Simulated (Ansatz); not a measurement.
PtS2:

```
Pt S
1.0
     3.54320    0.00000    0.00000
    -1.77160    3.06850    0.00000
     0.00000    0.00000    5.03880
Pt S
1 2
Direct
  0.00000 0.00000 0.00000
  0.66667 0.33333 0.77300
  0.33333 0.66667 0.22700
```

Base run:

```yaml
Program: Ansatz 0.2.0
Functional: PBEsol
Potentials_or_basis: all-electron LAPW, non-relativistic
Cutoff: 274 eV
Density_cutoff: 1097 eV
Basis_error_allowed: 0.002 eV/atom
k_mesh: 9 × 9 × 5
Occupations: fermi-dirac, width 0.05 eV
Spin: no spin polarisation
```

Its results: band gap on the k mesh 0.66 eV, indirect (least direct gap 0.76 eV); pressure 18.8 GPa; largest force 2.216 eV/Å.

Task: After a change of settings the same cell gave: band gap on the k mesh 0.96 eV, indirect (least direct gap 1.00 eV); pressure 6.5 GPa; largest force 0.957 eV/Å. Which change was it?
A. potentials or basis from all-electron LAPW, non-relativistic to all-electron LAPW, scalar-relativistic; hubbard terms from none to Pt d U = 8 eV
B. potentials or basis from all-electron LAPW, non-relativistic to all-electron LAPW, inner shells corrected to Dirac's equation
C. functional from PBEsol to PBE; potentials or basis from all-electron LAPW, non-relativistic to all-electron LAPW, scalar-relativistic
D. functional from PBEsol to LDA; potentials or basis from all-electron LAPW, non-relativistic to all-electron LAPW, scalar-relativistic

Result: B.

Caveats: spin-orbit coupling is left out, which moves the levels of the heavy elements; relativity is left out, which matters for the heavier elements (some runs); forces of over 1 eV/Å show positions far from the minimum, so gaps and moduli don't describe the material at rest (some runs).

Not every run made on this cell is shown here.
